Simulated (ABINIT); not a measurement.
KBr:

```
Br K
1.0
     0.00000    3.30000    3.30000
     3.30000    0.00000    3.30000
     3.30000    3.30000    0.00000
Br K
1 1
Direct
  0.50000 0.50000 0.50000
  0.00000 0.00000 0.00000
```

Program: ABINIT 10.8.3 (patched build). Alike in all runs: potentials or basis JTH PAW PBE v2.0; cell as given; cutoff (eV) 435; smearing fermi-dirac 0.05 eV. Hardware: 1 thread of Arm Neoverse V1, with other jobs on the host.

Q: Order these runs on this cell by their wall time, lowest first.
A. task single point; level PBEsol; spin off; k mesh 9 × 9 × 9
B. task band structure; level HCTH407; spin SOC, no magnetisation; k mesh 7 × 7 × 7
C. task band structure; level PW91; spin off; k mesh 7 × 7 × 7

A: A (30 s), C (68 s), B (220 s).

Runs at the PBE level aren't shown here.
